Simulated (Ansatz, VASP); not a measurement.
## Ta: VASP beside Ansatz

```
Ta
1.0
    -1.67301    1.67301    1.67301
     1.67301   -1.67301    1.67301
     1.67301    1.67301   -1.67301
Ta
1
Direct
  0.00000 0.00000 0.00000
```

Change from the starting cell: volume scaled by 1.04, crystal datasets.

Alike in both runs: task electric field gradients; functional PBEsol; k mesh 15 × 15 × 15; occupations fermi-dirac, width 0.05 eV; no spin polarisation.

|  | VASP | Ansatz |
| --- | --- | --- |
| version | VASP 6.6.1 | Ansatz 0.2.0 |
| potentials or method | VASP PAW PBE potentials, release 64 (Ta_pv), cutoff 520 eV | all-electron PAW with datasets made for the crystal, scalar-relativistic |

```tsv
	VASP	Ansatz	Ansatz less VASP
pressure (GPa)	-10.9	-11.0	-0.10
Vzz of the field gradient on the site that differs most (V/Å²)	0.0	0.0	0.00
```

Ansatz ran all-electron here, so the differences hold the error of VASP's frozen core and of both bases. Ansatz warned: «gradients_without_spin_orbit».

Caveats: the PAW data sets were made with another functional, which shifts forces and pressure a little (VASP). Spin-orbit coupling is left out, which matters for the levels of Ta.
